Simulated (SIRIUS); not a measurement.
Runs of SIRIUS 7.10.0 on SiC. It takes space group P2_1/m (No. 11, monoclinic). Conventional cell: a = 2.975 Å, b = 4.208 Å, c = 4.977 Å, α = 90.00°, β = 106.38°, γ = 90.00°. Around Si (site symmetry m) lie 7 C at 2.53 to 2.70 Å. Around C (site symmetry m) lie 7 Si at 2.53 to 2.70 Å and 2 C at 2.74 Å. The cell was built by a generator and needn't be a form met in nature.

| level | gap on the mesh (eV) | pressure (GPa) | largest force (eV/Å) |
| --- | --- | --- | --- |
| PBEsol | none | -29.2 | 1.33 |
| HCTH407 | none | -27.5 | (a) |
| EV93PW91 | none | (b) | 1.39 |
| PBE | none | -26.4 | 1.35 |
| BLYP | none | -18.6 | (c) |
| RPBE | none | -25.4 | 1.36 |
| PW91 | none | -25.6 | 1.36 |
| revPBE | none | -25.7 | 1.36 |
| AM05 | none | -30.1 | 1.32 |
| BP86 | none | -24.3 | (d) |
| LDA | none | -29.3 | 1.33 |

Alike in all rows: task single point; potentials or basis PseudoDojo 0.4.1 PBE standard (scalar relativistic); no spin polarisation; cell as given; k mesh 5 × 3 × 3; cutoff (eV) 1127; smearing fermi-dirac 0.05 eV; the mesh is coarse, so values aren't converged.

Estimate the missing entries.

(a) 1.34; (b) -21.4; (c) 1.42; (d) 1.38.

Caveats: all runs use coarse meshes; the potentials were made for another functional, which shifts forces and pressure (some runs); a pressure of tens of GPa on the cell as given is suspect, and the run, the potentials or the cell itself is likely at fault (some runs); the potentials were made for a functional far from this one (some runs); forces of over 1 eV/Å show positions far from the minimum, so gaps and moduli don't describe the material at rest (some runs).

A gap of «none» marks a metal or a gap under the smearing width.
